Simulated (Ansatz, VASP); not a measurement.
## Two plane-wave programs on PbS

```
CELL_PARAMETERS angstrom
2.11266 1.21975 3.45192
-2.11266 1.21975 3.45192
0.00000 -2.43949 3.45192
ATOMIC_POSITIONS crystal
Pb 0.98057 0.98057 0.98057
S 0.47504 0.47504 0.47504
```

The cell is a database's computed one.

Alike in both runs: task relaxation of cell and atoms; functional PBEsol; k mesh 12 × 12 × 12; occupations gaussian, width 0.02 eV; no spin polarisation.

```csv
,VASP,Ansatz
version,VASP 6.6.1,Ansatz 0.2.0
potentials or method,"VASP PAW PBE potentials, release 64 (Pb_d, S)","scalar-relativistic, plane waves, PAW"
plane-wave cutoff (eV),600,420
valence electrons in the cell,20,20
```

VASP gave:

| Item | Value |
| --- | --- |
| gap on the k mesh at the Fermi level, each at its own relaxed structure (eV) | 0.21 |
| relaxed volume (Å³/atom) | 25.75 |
| relaxed cell length with the largest relative difference (Å) | 4.176 |
| energy change over the relaxation (meV/atom) | -6 |

Which values does Ansatz return?

gap on the k mesh at the Fermi level, each at its own relaxed structure (eV): 0.19; relaxed volume (Å³/atom): 25.71; relaxed cell length with the largest relative difference (Å): 4.174; energy change over the relaxation (meV/atom): -7.

Caveats: the PAW data sets were made with another functional, which shifts forces and pressure a little (VASP); spin-orbit coupling is left out, which as a rule narrows the gap of such compounds by several tenths of an eV. A k mesh can miss the band edges.
